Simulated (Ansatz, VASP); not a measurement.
**Pd in VASP and in Ansatz**

```
CELL_PARAMETERS angstrom
0.00000 2.63216 2.63216
2.63216 0.00000 2.63216
2.63216 2.63216 0.00000
ATOMIC_POSITIONS crystal
Pd 0.87500 0.87500 0.87500
Pd 0.12500 0.12500 0.12500
```

Alike in both runs: task relaxation of cell and atoms; functional PBEsol; k mesh 12 × 12 × 12; occupations fermi-dirac, width 0.05 eV; no spin polarisation.

```csv
,VASP,Ansatz
version,VASP 6.6.1,Ansatz 0.2.0
potentials or method,"VASP PAW PBE potentials, release 64 (Pd)","PAW with Ansatz's default frozen-core files, scalar-relativistic"
plane-wave cutoff (eV),600,420
valence electrons in the cell,20,36
```

|  | VASP | Ansatz | Ansatz less VASP |
| --- | --- | --- | --- |
| relaxed volume (Å³/atom) | 22.84 | 22.97 | +0.134 |
| relaxed cell length with the largest relative difference (Å) | 4.012 | 4.020 | +0.0079 |
| energy change over the relaxation (meV/atom) | -385 | -415 | -29.8 |

The two sets of potentials don't hold the same shells in valence.

Caveats: the volume moved by over 15 % at a fixed basis, so the end points are rough (VASP); the PAW data sets were made with another functional, which shifts forces and pressure a little (VASP).
